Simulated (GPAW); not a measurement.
# Al2Au (Fm-3m) in GPAW: phonons with PBE

Aim: the phonons of Al2Au with PBE.

Everything below comes from runs of GPAW 26.7.0. Logs are shortened: lines on timing, memory, paths and dates and some standing lists are left out, and cuts for length are marked. The log counts tension as positive stress, the text compression.

## 1. The structure

It takes space group Fm-3m (No. 225, cubic). Conventional cell: a = 6.000 Å, b = 6.000 Å, c = 6.000 Å, α = 90.00°, β = 90.00°, γ = 90.00°. Around Au (site symmetry m-3m) lie 8 Al at 2.60 Å. Al (site symmetry -43m) has 4 Au at 2.60 Å as nearest neighbours.

## 2. Phonons, PBE

File run.py:

```python
import json
import numpy as np
from ase import Atoms
from ase.constraints import FixSymmetry
from ase.io import read, write
from ase.optimize import BFGS
from phonopy import Phonopy
from phonopy.structure.atoms import PhonopyAtoms
from gpaw import GPAW, PW

atoms = read('POSCAR')

calc = GPAW(mode=PW(510),
            xc='PBE',
            kpts={'size': (6, 6, 6), 'gamma': True},
            occupations={'name': 'fermi-dirac', 'width': 0.05},
            nbands=20,
            convergence={'density': 1e-06, 'eigenstates': 1e-09},
            maxiter=150,
            txt='gpaw.txt')
atoms.calc = calc
atoms.set_constraint(FixSymmetry(atoms))
BFGS(atoms, trajectory='relax.traj', logfile='-').run(fmax=0.005, steps=40)
atoms.set_constraint()
energy = atoms.get_potential_energy()
forces = atoms.get_forces()
stress = atoms.get_stress()
calc.write('gs.gpw')
write('result.traj', atoms)
print('Cell:', atoms.cell.cellpar().round(4))
print(atoms.get_scaled_positions().round(5))

def force_constants(scale):
    unit = PhonopyAtoms(symbols=atoms.get_chemical_symbols(), cell=atoms.cell[:] * scale**(1 / 3),
                        scaled_positions=atoms.get_scaled_positions())
    ph = Phonopy(unit, supercell_matrix=np.diag([1, 1, 1]), primitive_matrix=np.eye(3), symprec=1e-4)
    ph.generate_displacements(distance=0.02)
    forces = []
    for i, sc in enumerate(ph.supercells_with_displacements):
        a = Atoms(sc.symbols, cell=sc.cell, scaled_positions=sc.scaled_positions, pbc=True)
        c = GPAW(mode=PW(510),
                 xc='PBE',
                 kpts={'size': (6, 6, 6), 'gamma': True},
                 occupations={'name': 'fermi-dirac', 'width': 0.05},
                 nbands=20,
                 convergence={'density': 1e-06, 'eigenstates': 1e-09},
                 maxiter=150,
                 txt=f'disp-{scale:.3f}-{i:02d}.txt')
        a.calc = c
        f = a.get_forces()
        forces.append(f - f.mean(axis=0))
        print(f'displacement {i}: drift', f.mean(axis=0).round(5), flush=True)
    ph.forces = forces
    ph.produce_force_constants()
    ph.symmetrize_force_constants()
    return ph

qpoints = [[0.0, 0.0, 0.0]]
results = {}
for scale in [1.0]:
    ph = force_constants(scale)
    ph.run_qpoints(qpoints)
    nu = ph.qpoints.frequencies * 33.35641  # THz to cm^-1
    results[f'{scale:.3f}'] = nu.tolist()
    for qp, f in zip(qpoints, nu):
        print(scale, np.round(qp, 4), f.round(2))
json.dump(results, open('phonons.json', 'w'))
```

File POSCAR:

```
Al2Au
1.0
    0.0000000000      3.0000000000      3.0000000000
    3.0000000000      0.0000000000      3.0000000000
    3.0000000000      3.0000000000      0.0000000000
Au Al
1 2
Direct
    0.0000000000      0.0000000000      0.0000000000
    0.7500000000      0.7500000000      0.7500000000
    0.2500000000      0.2500000000      0.2500000000
```

Potentials or basis: GPAW PAW data sets (gpaw-data 1.2.1), pw.

Command:

```
$ OMP_NUM_THREADS=1 python run.py
```

gpaw.txt:

```text
__  _  _
 | _ |_)|_||  |
 |__||  | ||/\| - 26.7.0

Input parameters:
  mode=PW(ecut=510.0),
  convergence={'density': 1e-06, 'eigenstates': 1e-09},
  kpts=MonkhorstPack(size=(6, 6, 6), gamma=True),
  maxiter=150,
  nbands=20,
  occupations=Occupations(name='fermi-dirac', width=0.05),
  xc=XC(name='PBE')

Diagonalizing LCAO Hamiltonian
Converting LCAO to pw mode

                     Al

            Al

       Au

Atoms  # Å, Bohr magnetons
|   | symbol |        x |        y |        z |    initial magnetic moments |
|---|--------|----------|----------|----------|-----------------------------|
| 0 |     Au | 0.000000 | 0.000000 | 0.000000 | ( 0.0000,  0.0000,  0.0000) |
| 1 |     Al | 4.500000 | 4.500000 | 4.500000 | ( 0.0000,  0.0000,  0.0000) |
| 2 |     Al | 1.500000 | 1.500000 | 1.500000 | ( 0.0000,  0.0000,  0.0000) |

Unit cell  # Å
| periodic |        x |        y |        z |  lengths |    angles |
|----------|----------|----------|----------|----------|-----------|
|      yes | 0.000000 | 3.000000 | 3.000000 | 4.242641 | 60.000000 |
|      yes | 3.000000 | 0.000000 | 3.000000 | 4.242641 | 60.000000 |
|      yes | 3.000000 | 3.000000 | 0.000000 | 4.242641 | 60.000000 |

Number of symmetries: 48
Symmetry operations  # r_c * U_cc + t_c -> r_c
|    | kind |            matrix            |
|----|------|------------------------------|
|  0 |  σ   |  1, 0, 0,  1, 0,-1,  1,-1, 0 |
|  1 |  C2  |  1, 0, 0,  1,-1, 0,  1, 0,-1 |
|  2 |  E   |  1, 0, 0,  0, 1, 0,  0, 0, 1 |
|  3 |  σ   |  1, 0, 0,  0, 0, 1,  0, 1, 0 |
|  4 |  C4  |  1, 0,-1,  1, 0, 0,  1,-1, 0 |
|  5 |  S6  |  1, 0,-1,  1,-1, 0,  1, 0, 0 |
|  6 |  σ   |  1, 0,-1,  0, 1,-1,  0, 0,-1 |
|  7 |  C3  |  1, 0,-1,  0, 0,-1,  0, 1,-1 |
|  8 |  S6  |  1,-1, 0,  1, 0, 0,  1, 0,-1 |
|  9 |  C4  |  1,-1, 0,  1, 0,-1,  1, 0, 0 |
| 10 |  C3  |  1,-1, 0,  0,-1, 1,  0,-1, 0 |
| 11 |  σ   |  1,-1, 0,  0,-1, 0,  0,-1, 1 |
| 12 |  σ   |  0, 1, 0,  1, 0, 0,  0, 0, 1 |
| 13 |  C4  |  0, 1, 0,  0, 1,-1, -1, 1, 0 |
| 14 |  C3  |  0, 1, 0,  0, 0, 1,  1, 0, 0 |
| 15 |  S6  |  0, 1, 0, -1, 1, 0,  0, 1,-1 |
| 16 |  C2  |  0, 1,-1,  1, 0,-1,  0, 0,-1 |
| 17 |  σ   |  0, 1,-1,  0, 1, 0, -1, 1, 0 |
| 18 |  S4  |  0, 1,-1,  0, 0,-1,  1, 0,-1 |
| 19 |  C4  |  0, 1,-1, -1, 1, 0,  0, 1, 0 |
| 20 |  C3  |  0, 0, 1,  1, 0, 0,  0, 1, 0 |
| 21 |  σ   |  0, 0, 1,  0, 1, 0,  1, 0, 0 |
| 22 |  S6  |  0, 0, 1,  0,-1, 1, -1, 0, 1 |
| 23 |  C4  |  0, 0, 1, -1, 0, 1,  0,-1, 1 |
| 24 |  S4  |  0, 0,-1,  1, 0,-1,  0, 1,-1 |
| 25 |  C3  |  0, 0,-1,  0, 1,-1,  1, 0,-1 |
| 26 |  C2  |  0, 0,-1,  0,-1, 0, -1, 0, 0 |
| 27 |  S6  |  0, 0,-1, -1, 0, 0,  0,-1, 0 |
| 28 |  S4  |  0,-1, 1,  1,-1, 0,  0,-1, 0 |
| 29 |  C4  |  0,-1, 1,  0, 0, 1, -1, 0, 1 |
| 30 |  C2  |  0,-1, 1,  0,-1, 0,  1,-1, 0 |
| 31 |  σ   |  0,-1, 1, -1, 0, 1,  0, 0, 1 |
| 32 |  C3  |  0,-1, 0,  1,-1, 0,  0,-1, 1 |
| 33 |  S6  |  0,-1, 0,  0, 0,-1, -1, 0, 0 |
| 34 |  S4  |  0,-1, 0,  0,-1, 1,  1,-1, 0 |
| 35 |  C2  |  0,-1, 0, -1, 0, 0,  0, 0,-1 |
| 36 |  C2  | -1, 1, 0,  0, 1, 0,  0, 1,-1 |
| 37 |  S6  | -1, 1, 0,  0, 1,-1,  0, 1, 0 |
| 38 |  S4  | -1, 1, 0, -1, 0, 1, -1, 0, 0 |
| 39 |  C3  | -1, 1, 0, -1, 0, 0, -1, 0, 1 |
| 40 |  S6  | -1, 0, 1,  0, 0, 1,  0,-1, 1 |
| 41 |  C2  | -1, 0, 1,  0,-1, 1,  0, 0, 1 |
[... 74 lines left out ...]
    |    p |        |      26.436 |    1.323 |
    |    d |        |      20.321 |    1.323 |

    Using partial waves for Au as LCAO basis

  Al:
    name:    Aluminium
    Z:       13.0
    valence: 3
    core:    10
    charge:  0.0  # [|e|]
    compensation charges:
      type: gauss
      rc: 0.34  # [Å]
      lmax: 2
    cutoffs:
      filter: 1.91  # [Å]
      core: 2.36  # [Å]
    projectors
    | kind |    occ | energy [eV] | rcut [Å] |
    |------|--------|-------------|----------|
    |   3s |  2.000 |      -7.753 |    1.085 |
    |   3p |  1.000 |      -2.712 |    1.085 |
    |    s |        |      19.459 |    1.085 |
    |    p |        |      24.499 |    1.085 |
    |    d |        |       0.000 |    1.085 |

    Using partial waves for Al as LCAO basis

Reference energy: -529805.117639  # eV

eigensolver:
  PPCG
  Converge bands: occupied
  niter=2

density mixing:
  MSR1-Mixer
  Pratt-step length: 0.05
  Maximum mixing coefficient: 0.75
  Old densities: 10
  SVD Regularization: 0.005
  Good broyden scale: 1.0
  Trust region scale: 1.0
  Backstep threshold: 4.0
  History deletion threshold: 6.0
  Fourier metric: weight=20.0, sigma=0.015

occupation numbers:
  Fermi-Dirac:
    width: 0.0500  # eV

poisson solver:
  ecut: 4080.0  # eV

xc functional:
  name: PBE with 2 nearest neighbor stencil

convergence criteria:
- Maximum integral of absolute [dens]ity change: 1e-06 electrons / valence electron
- Maximum integral of absolute [eigenst]ate change: 1e-09 eV^2 / valence electron
- Maximum [total energy] change in last 3 cyles: 0.0005 eV / valence electron
maximum number of iterations: 150

SCF iterations
|iter     | |      energy | eigst |  dens |
|---------|-|-------------|-------|-------|
|iter:   1| |  -13.584984 | +0.35 |       |
|iter:   2| |  -13.064008 | -2.02 | -0.78 |
|iter:   3| |  -11.957461 | -1.26 | -0.84 |
|iter:   4| |  -11.923609 | -3.16 | -1.32 |
|iter:   5| |  -11.913963 | -3.33 | -1.63 |
|iter:   6| |  -11.913950 | -5.07 | -2.54 |
|iter:   7| |  -11.913963c| -5.38 | -2.94 |
|iter:   8| |  -11.913963c| -7.35 | -4.02 |
|iter:   9| |  -11.913964c| -7.75 | -4.35 |
|iter:  10| |  -11.913964c| -9.39c| -5.75 |
|iter:  11| |  -11.913964c| -9.91c| -6.29c|

Converged in 11 steps
Energy contributions relative to reference atoms: (reference = -529805.117639)

Energy contributions:
  Kinetic:          -9.529327
  Coulomb:           9.496208
  Zero:              0.272939
  External:          0.000000
  Xc:              -12.148565
  Entropy:          -0.010437
  Spinorbit:         0.000000
  ----------------------------
  Free energy:     -11.919182
  Extrapolated:    -11.913964

dipole moment: (-21.267265, -21.267265, -21.267265)  # |e|*Ang

Fermi level: 7.346
Eigenvalues  # (at kpt = [0.000, 0.000, 0.000])
| band index |      eig [eV] | occ [0-2] |
|------------|---------------|-----------|
|          0 |        -3.097 |     2.000 |
|          1 |         0.851 |     2.000 |
|          2 |         0.851 |     2.000 |
|          3 |         0.851 |     2.000 |
|          4 |         1.780 |     2.000 |
|          5 |         1.780 |     2.000 |
|          6 |         9.775 |     0.000 |
|          7 |        10.399 |     0.000 |
|          8 |        10.399 |     0.000 |
|          9 |        10.399 |     0.000 |
|         10 |        11.355 |     0.000 |
|         11 |        11.355 |     0.000 |
|         12 |        11.355 |     0.000 |
|         13 |        13.276 |     0.000 |
|        ... |               |           |
|         19 |        18.807 |     0.000 |

No gap
No difference between direct/indirect transitions

Forces  # eV/Ang
|        x |        y |        z |
|----------|----------|----------|
|  0.00000 |  0.00000 |  0.00000 |  # Au   0
| -0.00000 |  0.00000 | -0.00000 |  # Al   1
| -0.00000 | -0.00000 | -0.00000 |  # Al   2

Stress tensor  # eV/Ang^3
|         x |         y |         z |
|-----------|-----------|-----------|
| -0.023290 | -0.000000 | -0.000000 |
| -0.000000 | -0.023290 | -0.000000 |
| -0.000000 | -0.000000 | -0.023290 |

# Writing to gs.gpw (mode='')
```

Run time: 66 s. Hardware: 1 thread of AMD EPYC 7R13 (Zen 3), shared host; peak memory 0.29 GiB.

What came out:

- Free energy: -11.9192 eV
- Pressure after relaxing: 3.7 GPa
- Band gap on the k mesh: none (metal or under the smearing width)
- Highest phonon frequency at Γ: 249 cm⁻¹

Final structure:
```
Au Al
1.0
     0.00000    3.00000    3.00000
     3.00000    0.00000    3.00000
     3.00000    3.00000    0.00000
Au Al
1 2
Cartesian
  0.0000 0.0000 0.0000
  4.5000 4.5000 4.5000
  1.5000 1.5000 1.5000
```

Levels at points of the mesh, in eV from the Fermi level:
| k point | band 7 | band 8 | band 9 | band 10 | band 11 | band 12 |
| --- | --- | --- | --- | --- | --- | --- |
| (0.00, 0.00, 0.00) | 2.43 | 3.05 | 3.05 | 3.05 | 4.01 | 4.01 |
| (0.50, 0.50, 0.00) | -4.91 | -2.01 | -2.01 | 1.36 | 2.20 | 7.90 |
| (0.50, 0.50, 0.50) | -5.34 | 0.47 | 0.47 | 3.46 | 3.72 | 3.91 |

Phonon frequencies in cm⁻¹ (negative: imaginary):
```csv
q point,frequencies
"(0.000, 0.000, 0.000)",0 0 0 235 235 235 249 249 249
```

Caveat: the cell is more than 3 GPa from zero pressure, which shifts response properties; with this Au data set, volumes or pressures lay over 1.5 % or 2 GPa off other programs in two to four cells of ten; the cutoff is short for stress and forces, so pressures can be off by a GPa or more. The run has no spin-orbit coupling, so splittings on Au are missing.
